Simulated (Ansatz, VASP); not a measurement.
# Two plane-wave programs on InAs

```
CELL_PARAMETERS angstrom
0.00000 3.01330 3.01330
3.01330 0.00000 3.01330
3.01330 3.01330 0.00000
ATOMIC_POSITIONS crystal
In 0.00000 0.00000 0.00000
As 0.75000 0.75000 0.75000
```

Alike in both runs: functional LDA; k mesh 12 × 12 × 12; occupations fermi-dirac, width 0.15 eV; no spin polarisation.

Ansatz relaxed the structure, and its values are those at the end. VASP's run is a single point on that final structure, the one shown.

|  | VASP | Ansatz |
| --- | --- | --- |
| version | VASP 6.6.1 | Ansatz 0.2.0 |
| potentials or method | VASP PAW LDA potentials, release 64 (In_d, As) | scalar-relativistic, plane waves, PAW |
| plane-wave cutoff (eV) | 520 | 420 |
| valence electrons in the cell | 18 | 28 |

|  | VASP | Ansatz | Ansatz less VASP |
| --- | --- | --- | --- |
| gap on the k mesh at the Fermi level (eV) | none | none | - |
| pressure (GPa) | 0.2 | 0.0 | -0.17 |

A gap of «none» marks a metal or a gap that the smearing closes. The two sets of potentials don't hold the same shells in valence.
